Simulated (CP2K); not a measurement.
Crystal: TaN.

```
Ta N
1.0
     3.52301    0.00000    0.00000
     1.76150    3.05102    0.00000
     1.76150    1.01701    2.87653
Ta N
1 1
Cartesian
  0.0000 0.0000 0.0000
  1.7615 1.0170 0.7191
```

The cell comes from a database or a generator and needn't be the stable form of this composition.

Base run:

* Program: CP2K 2026.2
* Functional: PBEsol
* Potentials or basis: POTENTIAL_UZH Ta GTH-PBE-q13, N GTH-PBE-q5; TZVP-MOLOPT-PBE-GTH basis
* Density cutoff: 9184 eV
* k mesh: 9 × 9 × 9
* Occupations: fermi-dirac, width 0.05 eV
* Spin: no spin polarisation

Its results: band gap on the k mesh none (metal or under the smearing width); pressure -31.6 GPa.

Question: After a change of settings the same cell gave: band gap on the k mesh none (metal or under the smearing width); pressure -33.7 GPa. Which change was it?
A. functional from PBEsol to LDA
B. functional from PBEsol to OLYP
C. functional from PBEsol to TASK
D. functional from PBEsol to BLYP

Answer: A.

LDA binds more tightly than PBEsol, so the same cell stands under less pressure.

Caveats: a pressure of tens of GPa on the cell as given is suspect, and the run, the potentials or the cell itself is likely at fault; the potentials were made for another functional, which shifts forces and pressure; spin-orbit coupling is left out, which moves the levels of the heavy elements; the basis of atomic orbitals isn't converged, which shifts pressures, moduli and gaps.

Runs at the PBE level aren't shown here.
